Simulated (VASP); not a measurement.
The system is AlAs.

```
Al As
1.0
     0.00000    2.84088    2.84088
     2.84088    0.00000    2.84088
     2.84088    2.84088    0.00000
Al As
1 1
Direct
  0.00000 0.00000 0.00000
  0.25000 0.25000 0.25000
```

Base run:

| Quantity | Value |
| --- | --- |
| Program | VASP 6.6.1 |
| Functional | HSE06 |
| Potentials or basis | VASP PAW PBE potentials, release 64 (Al, As) |
| Cutoff | 520 eV |
| k mesh | 8 × 8 × 8 |
| Occupations | gaussian, width 0.03 eV |
| Spin | no spin polarisation |

Its results: band gap on the k mesh 2.12 eV, indirect (least direct gap 2.84 eV); pressure -0.2 GPa.

Q: The run is repeated on the same cell with these changes: functional from HSE06 to PBE0. What comes out?

A: Band gap on the k mesh 2.75 eV, indirect (least direct gap 3.45 eV); pressure -0.3 GPa.

Caveats: the PAW data sets were made with another functional, which shifts forces and pressure a little.
